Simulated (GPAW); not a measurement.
# Screening of a field by puckered SnTe monolayer, part 2 of 2

How does puckered SnTe monolayer screen a perpendicular field?

GPAW 26.7.0; GPAW, PAW setups; layer in a repeated cell with vacuum, relaxation of atoms and in-plane cell (the session's first sound run).

So far, dipole along the normal (e·Å): step 2 (relaxation) -4.7e-4; step 3 (plane waves, PBE) -4.7e-4; step 4 (In a field) -0.136; step 5 (field on) -0.0680.

## Step 7: Field on

Level of this step: GPAW, PAW setups; slab in vacuum (GPAW).

The input, run.py:

```python
import json
import numpy as np
from ase import Atoms
from gpaw import GPAW, PW
from gpaw.external import ConstantElectricField

slab = Atoms(
    ['Sn', 'Te', 'Te', 'Sn'],
    positions=[
        [0.10185, 0.00000, 7.23149],
        [2.21097, 2.26252, 7.00000],
        [4.52375, 0.00000, 10.15580],
        [2.41466, 2.26252, 9.92426]],
    cell=[[4.62549, -0.0, 0.0], [0.0, 4.52505, 0.0], [0.0, 0.0, 17.1558]],
    pbc=[True, True, False])

slab.calc = GPAW(mode=PW(400), xc='PBE', kpts={'size': (6, 6, 1), 'gamma': True},
                 occupations={'name': 'fermi-dirac', 'width': 0.05}, nbands='200%',
                 convergence={'density': 1e-05}, maxiter=200,
                 poissonsolver={'dipolelayer': 'xy'},
                 external=ConstantElectricField(0.05, [0, 0, 1]),
                 symmetry={'tolerance': 1e-3}, txt='slab.txt')
result = {}
energy = slab.get_potential_energy()
fermi = slab.calc.get_fermi_level()
v = slab.calc.get_electrostatic_potential().mean((0, 1)) - fermi
n = slab.calc.get_pseudo_density().mean((0, 1))
L = slab.cell[2, 2]
z = np.arange(len(v)) * L / len(v)
low, high = slab.positions[:, 2].min(), slab.positions[:, 2].max()
below, above = np.interp([low - 4.8, high + 4.8], z, v)
slopes = [np.interp(x, z, np.gradient(v, z)) for x in (low - 4.8, high + 4.8)]
eps = np.array([[slab.calc.get_eigenvalues(k, s) for k in range(len(slab.calc.get_ibz_k_points()))]
                for s in range(slab.calc.get_number_of_spins())]) - fermi
top, bottom = eps[eps < 0].max(), eps[eps > 0].min()
dipole = slab.get_dipole_moment()[2]
print(f'energy {energy:.4f} eV, Fermi level {fermi:.4f} eV, dipole {dipole:.5f} e A')
print(f'potential 4.8 A off the faces, from the Fermi level: lower {below:.4f} eV, upper {above:.4f} eV')
print(f'slope of the potential there: lower {slopes[0]:.5f}, upper {slopes[1]:.5f} eV/A')
print(f'nearest levels on the mesh: {top:.4f} and {bottom:.4f} eV')
print('magnetic moment', round(slab.get_magnetic_moment(), 3))
result.update(energy=energy, fermi=fermi, dipole=dipole, below=below, above=above, slopes=slopes, edges=[top, bottom],
              z=z.tolist(), v=v.tolist(), n=n.tolist(), positions=slab.positions.tolist(),
              forces=slab.get_forces(apply_constraint=False).tolist(), moments=slab.get_magnetic_moments().tolist())
json.dump(result, open('result.json', 'w'))
```

Launch:

```console
> OMP_NUM_THREADS=1 OPENBLAS_NUM_THREADS=1 python run.py
```

The log of the run:

```text
energy -15.1407 eV, Fermi level -0.2236 eV, dipole 0.03399 e A
potential 4.8 A off the faces, from the Fermi level: lower 3.9363 eV, upper 3.6425 eV
slope of the potential there: lower -0.00028, upper 0.00023 eV/A
nearest levels on the mesh: -0.5977 and 0.6578 eV
magnetic moment 0.0
```

It took 91 s on 1 thread of Arm Neoverse V2, shared host; peak memory 0.31 GiB.

## Step 8: Field on

run.py, as its differences from that of step 7:

```diff
@@ -20,3 +20,3 @@
                  poissonsolver={'dipolelayer': 'xy'},
-                 external=ConstantElectricField(0.05, [0, 0, 1]),
+                 external=ConstantElectricField(0.1, [0, 0, 1]),
                  symmetry={'tolerance': 1e-3}, txt='slab.txt')
```

The log of the run:

```text
energy -15.1432 eV, Fermi level -0.2241 eV, dipole 0.06799 e A
potential 4.8 A off the faces, from the Fermi level: lower 4.0840 eV, upper 3.4962 eV
slope of the potential there: lower -0.00031, upper 0.00021 eV/A
nearest levels on the mesh: -0.5976 and 0.6578 eV
magnetic moment 0.0
```

It took 78 s on 1 thread; peak memory 0.31 GiB.

The dipole is now 0.0680 e Å, against -4.7e-4 in the run without a field.

## Step 9: In a field

run.py, as its differences from that of step 8:

```diff
@@ -20,3 +20,3 @@
                  poissonsolver={'dipolelayer': 'xy'},
-                 external=ConstantElectricField(0.1, [0, 0, 1]),
+                 external=ConstantElectricField(0.2, [0, 0, 1]),
                  symmetry={'tolerance': 1e-3}, txt='slab.txt')
```

The log of the run:

```text
energy -15.1534 eV, Fermi level -0.2258 eV, dipole 0.13600 e A
potential 4.8 A off the faces, from the Fermi level: lower 4.3807 eV, upper 3.2050 eV
slope of the potential there: lower -0.00038, upper 0.00018 eV/A
nearest levels on the mesh: -0.5975 and 0.6577 eV
magnetic moment 0.0
```

The job ended after 76 s (1 thread; peak memory 0.31 GiB).

The dipole is now 0.136 e Å, against -4.7e-4 in the run without a field.

## Step 10: In a field

run.py, as its differences from that of step 9:

```diff
@@ -20,3 +20,3 @@
                  poissonsolver={'dipolelayer': 'xy'},
-                 external=ConstantElectricField(0.2, [0, 0, 1]),
+                 external=ConstantElectricField(0.3, [0, 0, 1]),
                  symmetry={'tolerance': 1e-3}, txt='slab.txt')
```

The log of the run:

```text
energy -15.1704 eV, Fermi level -0.2287 eV, dipole 0.20407 e A
potential 4.8 A off the faces, from the Fermi level: lower 4.6796 eV, upper 2.9155 eV
slope of the potential there: lower -0.00048, upper 0.00015 eV/A
nearest levels on the mesh: -0.5972 and 0.6575 eV
magnetic moment 0.0
```

Elapsed: 82 s, on 1 thread; peak memory 0.31 GiB.

The dipole is now 0.204 e Å, against -4.7e-4 in the run without a field.

## Step 11: The series

The members are put on one axis.

This step: induced dipole against applied field (GPAW 26.7.0).

The dipole along the normal by field:

```csv
field (V/Å),dipole along the normal (e·Å)
-0.200,-0.136
-0.100,-0.0680
-0.050,-0.0340
0.000,-4.7e-4
0.050,0.0340
0.100,0.0680
0.200,0.136
0.300,0.204
```

## Step 12: Results

| Item | Value |
| --- | --- |
| work function, both faces (Fermi level placed in the gap by the smearing) | 3.79 eV |
| ionisation energy from the upper face (highest filled level on the mesh) | 4.39 eV |
| electron affinity from the upper face (lowest empty Kohn-Sham level on the mesh) | 3.13 eV |
| dipole along the normal | -4.7e-4 e Å, near the numerical noise |
| induced dipole per field | 0.680 e Å per V/Å |
| out-of-plane polarisability per area, α/(ε0 A) | 5.88 Å |

**Reading.** The field induces 0.680 e Å per V/Å, a polarisable thickness α/(ε0 A) of 5.88 Å beside 3.16 Å between the outermost nuclei. A perfect conductor would give the distance between its two image planes; a dielectric of thickness t gives t(1 - 1/ε). The levels nearest the Fermi level on the mesh lie 1.26 eV apart, so the slab is gapped there: the smearing puts the Fermi level inside the gap, and from either face the ionisation energy is the work function plus 0.60 eV. Both are Kohn-Sham levels on the mesh, and semilocal gaps are too small, so the affinity tends to come out too large and the ionisation energy too small. The induced dipole is linear in the field over this range. With elements this heavy, spin-orbit coupling can move band edges by tenths of an eV. The small printed dipole stands for a step of 4.1 meV from the lower to the upper face, and the probes find 0.018 meV; values this small are near the numerical noise of both. The layer's cell and atoms come from the relaxation; spin-orbit coupling and temperature are left out.

[Logs are printed without paths, hosts, clocks, repeated set-up lines and the standing remarks that a program may print on its own settings, such as how far it seeks lower states.]

[Hosts, paths, dates, database ids (printed as entryN), source tags and the programs' standing remarks are cut or masked in the printed files.]
